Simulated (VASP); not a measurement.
# MgTe (F-43m) in VASP: a series of runs

The runs below take MgTe through single point, electron localisation function, with PBE, RPBE+D3.

Program: VASP 6.6.1. These are calculated values, not measurements. Logs are shortened: lines on timing, memory, paths and dates and some standing lists are left out, and cuts for length are marked.

## Step 1: The structure

It takes space group F-43m (No. 216, cubic). Conventional cell: a = 6.464 Å, b = 6.464 Å, c = 6.464 Å, α = 90.00°, β = 90.00°, γ = 90.00°. Te (site symmetry -43m) is surrounded by 4 Mg at 2.80 Å. Around Mg (site symmetry -43m) lie 4 Te at 2.80 Å.

The cell comes from a database or a generator and needn't be the stable form of this composition.

## Step 2: Single point, PBE

Input file INCAR:

```
  PREC = Accurate
  ENCUT = 450
  EDIFF = 1E-7
  ISMEAR = 0
  SIGMA = 0.02
  LREAL = F
  LASPH = T
  NELM = 60
  ALGO = Fast
  ISIF = 2
  LWAVE = F
  LCHARG = F
  GGA = PE
```

Input file KPOINTS:

```
regular mesh
0
Gamma
  4 4 4
```

Input file POSCAR:

```
MgTe
1.0
    0.0000000000      3.2319988239      3.2319988239
    3.2319988239      0.0000000000      3.2319988239
    3.2319988239      3.2319988239      0.0000000000
Te Mg
1 1
Direct
    0.2500000000      0.2500000000      0.2500000000
    0.0000000000      0.0000000000      0.0000000000
```

Potentials or basis: VASP PAW PBE potentials, release 64 (Te_GW, Mg_GW).

Command:

```
$ cat potpaw_PBE.64/Te_GW/POTCAR potpaw_PBE.64/Mg_GW/POTCAR > POTCAR
$ mpirun -np 1 vasp_std > vasp.out
```

OUTCAR:

```text
PREC = Accurate
   ENCUT = 450
   EDIFF = 1E-7
   ISMEAR = 0
   LREAL = F
   LASPH = T
   NELM = 60
   ISIF = 2
   GGA = PE

 ion  position               nearest neighbor table
   1  0.250  0.250  0.250-   2 2.80   2 2.80   2 2.80   2 2.80
   2  0.000  0.000  0.000-   1 2.80   1 2.80   1 2.80   1 2.80

  LATTYP: Found a face centered cubic cell.
 ALAT       =     6.4639976478

  Lattice vectors:

 A1 = (   0.0000000000,   3.2319988239,   3.2319988239)
 A2 = (   3.2319988239,   0.0000000000,   3.2319988239)
 A3 = (   3.2319988239,   3.2319988239,   0.0000000000)

Analysis of symmetry for initial positions (statically):
=====================================================================
 Subroutine PRICEL returns:
 Original cell was already a primitive cell.

 Routine SETGRP: Setting up the symmetry group for a
 face centered cubic supercell.

 Subroutine GETGRP returns: Found 24 space group operations
 (whereof 24 operations were pure point group operations)
 out of a pool of 48 trial point group operations.

The static configuration has the point symmetry T_d .

Analysis of symmetry for dynamics (positions and initial velocities):
=====================================================================
 Subroutine PRICEL returns:
 Original cell was already a primitive cell.

 Routine SETGRP: Setting up the symmetry group for a
 face centered cubic supercell.

 Subroutine GETGRP returns: Found 24 space group operations
 (whereof 24 operations were pure point group operations)
 out of a pool of 48 trial point group operations.

The dynamic configuration has the point symmetry T_d .

 Subroutine INISYM returns: Found 24 space group operations
 (whereof 24 operations are pure point group operations),
 and found     1 'primitive' translations

----------------------------------------------------------------------------------------

                                     Primitive cell

  volume of cell :      67.5217

  direct lattice vectors                    reciprocal lattice vectors
     0.000000000  3.231998824  3.231998824    -0.154703027  0.154703027  0.154703027
     3.231998824  0.000000000  3.231998824     0.154703027 -0.154703027  0.154703027
     3.231998824  3.231998824  0.000000000     0.154703027  0.154703027 -0.154703027

  length of vectors
     4.570736570  4.570736570  4.570736570     0.267953502  0.267953502  0.267953502

  position of ions in fractional coordinates (direct lattice)
     0.250000000  0.250000000  0.250000000
     0.000000000  0.000000000  0.000000000

  ion indices of the primitive-cell ions
   primitive index   ion index
                 1           1
[... 63 lines left out ...]
   ISYM   =      2    0-nonsym 1-usesym 2-fastsym
   POTIM  = 0.5000    time-step for ionic-motion
   TEBEG  =    0.0;   TEEND  =   0.0 temperature during run
   PSTRESS=    0.0 pullay stress
   NELECT =       8.0000    total number of electrons
   NUPDOWN=      -1.0000    fix difference up-down
   EMIN   =  10.00;   EMAX   =-10.00  energy-range for DOS
   EFERMI =   0.00;   METHOD = LEGACY
   ISMEAR =     0;   SIGMA  =   0.02  broadening in eV -4-tet -1-fermi 0-gaus
   EFERMI_NEDOS =   21; number of points for ismear=-14 and -15
   IALGO  =     68    algorithm
   IMIX   =      4    mixing-type and parameters
     AMIX     =   0.40;   BMIX     =  1.00
     AMIX_MAG =   1.60;   BMIX_MAG =  1.00
  volume/ion in A,a.u.               =      33.76       227.83
  Fermi-wavevector in a.u.,A,eV,Ry     =   0.804063  1.519460  8.796411  0.646518
  Thomas-Fermi vector in A             =   1.912049
   LORBIT       =      0    0 simple, 1 ext, 2 COOP (PROOUT), +10 PAW based schemes
   GGA     = PE    functional components
   LHFCALC =     F    Hartree Fock is set to
   AEXX    =    0.0000 exact exchange contribution
   IVDW    =     0    specifies the selected vdW correction
   LEPSILON=     F    determine dielectric tensor
   LRPA    =     F    only Hartree local field effects (RPA)
 non-spin polarized calculation
 RMM-DIIS sequential band-by-band and
 Gauss-broadening in eV      SIGMA  =   0.02
  energy-cutoff  :      450.00
  volume of cell :       67.52
 maximum number of plane-waves:      1476
   NGX = 15   NGY = 15   NGZ = 15

 number of electron       7.9999999 magnetization

 Free energy of the ion-electron system (eV)
  ---------------------------------------------------
  ext. energy  EPLUGINS =         0.00000000
  ---------------------------------------------------
  free energy    TOTEN  =        -6.37479994 eV

  energy without entropy =       -6.37479994  energy(sigma->0) =       -6.37479994

 E-fermi :   1.9793     XC(G=0):  -7.8333

 val. band max:        1.8860531220   @ k =   0.0000   0.0000   0.0000
 cond. band min:       4.2905492842   @ k =   0.0000   0.0000   0.0000
 fundamental gap:      2.4044961622
 Fermi energy:         1.9792912320

 k-point     1 :       0.0000    0.0000    0.0000
  band No.  band energies     occupation
      1      -8.2900      2.00000
      2       1.8861      2.00000
      3       1.8861      2.00000
      4       1.8861      2.00000
      5       4.2905      0.00000
      6       7.3318      0.00000
      7       7.3318      0.00000
      8       7.3318      0.00000
[... 67 lines left out ...]
 k-point     8 :      -0.2500    0.5000    0.2500
  band No.  band energies     occupation
      1      -7.4946      2.00000
      2      -0.8091      2.00000
      3       0.0132      2.00000
      4       0.4394      2.00000
      5       6.4556      0.00000
      6       7.4976      0.00000
      7       8.0578      0.00000
      8       8.2811      0.00000

------------------------ aborting loop because EDIFF is reached ----------------------------------------

  FORCE on cell =-STRESS in cart. coord.  units (eV):
  Direction    XX          YY          ZZ          XY          YZ          ZX
  --------------------------------------------------------------------------------------
  -------------------------------------------------------------------------------------
  Total        0.3484133      0.3484133      0.3484133      0.0000000     -0.0000000      0.0000000
  in kB        8.2672617      8.2672617      8.2672617      0.0000000     -0.0000000      0.0000000
  external PRESSURE =       8.2672617 kB  Pullay stress =       0.0000000 kB

 VOLUME and BASIS-vectors are now :
 -----------------------------------------------------------------------------
  energy-cutoff  :      450.00
  volume of cell :       67.52
      direct lattice vectors                 reciprocal lattice vectors
     0.000000000  3.231998824  3.231998824    -0.154703027  0.154703027  0.154703027
     3.231998824  0.000000000  3.231998824     0.154703027 -0.154703027  0.154703027
     3.231998824  3.231998824  0.000000000     0.154703027  0.154703027 -0.154703027

 POSITION                                       TOTAL-FORCE (eV/Angst)
 -----------------------------------------------------------------------------------
      1.61600      1.61600      1.61600        -0.000000      0.000000     -0.000000
      0.00000      0.00000      0.00000         0.000000     -0.000000      0.000000
 -----------------------------------------------------------------------------------
    total drift:                               -0.000000     -0.000000     -0.000000

  FREE ENERGIE OF THE ION-ELECTRON SYSTEM (eV)
  ---------------------------------------------------
  free  energy   TOTEN  =        -6.3747999423 eV

  energy  without entropy=       -6.3747999423  energy(sigma->0) =       -6.37479994
```

Run time: 10 s. Hardware: 1 thread of Intel Xeon Platinum 8259CL at 2.50GHz (Skylake/Cascade Lake), shared host; peak memory 0.17 GiB.

Results:

```
Free energy            : -6.3748 eV
Pressure               : 0.8 GPa
Band gap on the k mesh : 2.40 eV, direct
```

Caveat: the k mesh is coarse (spacing up to 0.42 Å⁻¹), so the values aren't converged; spin-orbit coupling is left out, which moves the levels of the heavy elements. As with any semilocal functional, this PBE gap is likely too small.

## Step 3: Single point, PBE

Input file INCAR:

```
PREC     = Accurate       # precision mode
ENCUT    = 500            # plane-wave cutoff, eV
EDIFF    = 1E-6           # SCF threshold, eV
ISMEAR   = 0              # smearing method
SIGMA    = 0.05           # smearing width, eV
LREAL    = False          # projectors in reciprocal space
LASPH    = True           # aspherical terms in the spheres
NELM     = 80             # most SCF steps
ALGO     = Fast           # electronic algorithm
ISIF     = 2              # what is computed and relaxed
LWAVE    = False          # write WAVECAR
LCHARG   = False          # write CHGCAR
GGA      = PE             # functional
NBANDS   = 11             # bands
```

Input file KPOINTS:

```
regular mesh
0
Gamma
  7 7 7
```

POSCAR is that of step 2.

Potentials or basis: VASP PAW PBE potentials, release 64 (Te, Mg).

Command:

```
$ cat potpaw_PBE.64/Te/POTCAR potpaw_PBE.64/Mg/POTCAR > POTCAR
$ mpirun -np 1 vasp_std > vasp.out
```

It took 9.4 s on 1 thread of Intel Xeon Platinum 8559C (Emerald Rapids), shared host; peak memory 0.2 GiB.

The run converged. Its results:

```
Free energy            : -6.4005 eV
Pressure               : 0.7 GPa
Band gap on the k mesh : 2.41 eV, direct
```

Levels at points of the mesh, in eV from the valence-band top:
```csv
k point,band 1,band 2,band 3,band 4,band 5,band 6,band 7,band 8
"(0.00, 0.00, 0.00)",-10.18,0.00,0.00,0.00,2.41,5.45,5.45,5.45
```

Caveat: spin-orbit coupling is left out, which moves the levels of the heavy elements.

(Continued in part 2 of 2.)
